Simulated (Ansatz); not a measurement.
Runs of Ansatz 0.2.0 on Rh. Symmetry: Fm-3m, No. 225, cubic system. The conventional cell has a = 3.796 Å, b = 3.796 Å, c = 3.796 Å, α = 90.00°, β = 90.00°, γ = 90.00°. Rh (site symmetry m-3m) has 12 Rh at 2.68 Å as nearest neighbours. 

```tsv
task	level	cell	k mesh	cutoff (eV)	mesh quality	gap on the mesh (eV)	pressure (GPa)	relaxed volume (Å³/atom)
relaxation of cell and atoms	r2SCAN+D3(BJ)	relaxed	12 × 12 × 12	500	not flagged	none	0.0	13.54
projected density of states	r2SCAN0	as given	7 × 7 × 7	500	coarse	none	-8.9	-
projected density of states	PBE	as given	7 × 7 × 7	420	coarse	none	6.2	-
relaxation of cell and atoms	r2SCAN+rVV10	relaxed	12 × 12 × 12	500	not flagged	none	0.0	13.58
projected density of states	revPBE	as given	7 × 7 × 7	420	coarse	none	(a)	-
projected density of states	PBE0	as given	7 × 7 × 7	420	coarse	none	-5.0	-
projected density of states	RPBE	as given	7 × 7 × 7	420	coarse	none	10.9	-
relaxation of cell and atoms	r2SCAN	relaxed	12 × 12 × 12	500	not flagged	none	0.0	(b)
```

Alike in all rows: potentials or basis Ansatz PAW; no spin polarisation; smearing fermi-dirac 0.05 eV.

Task: Fill in the values left out.

Result: (a) 9.6; (b) 13.71.

Caveats: some runs use coarse meshes; the PAW data sets come from PBE, with cores solved anew for the run's functional, which leaves a small shift of forces and pressure (some runs); the density of states is complete only up to the lowest level of the last band computed (some runs); the plane-wave basis is chosen anew once the cell has moved, so the energies of steps on either side of that aren't comparable (some runs); pairwise dispersion overbinds metals, which lowers pressure and volume (some runs); the thresholds are loose for stress (some runs); the dispersion damping was fitted for another functional or another form of the correction (some runs).

A k mesh can miss the band edges, and the runs leave out spin-orbit coupling on Rh.

A gap of «none» marks a metal or a gap under the smearing width.
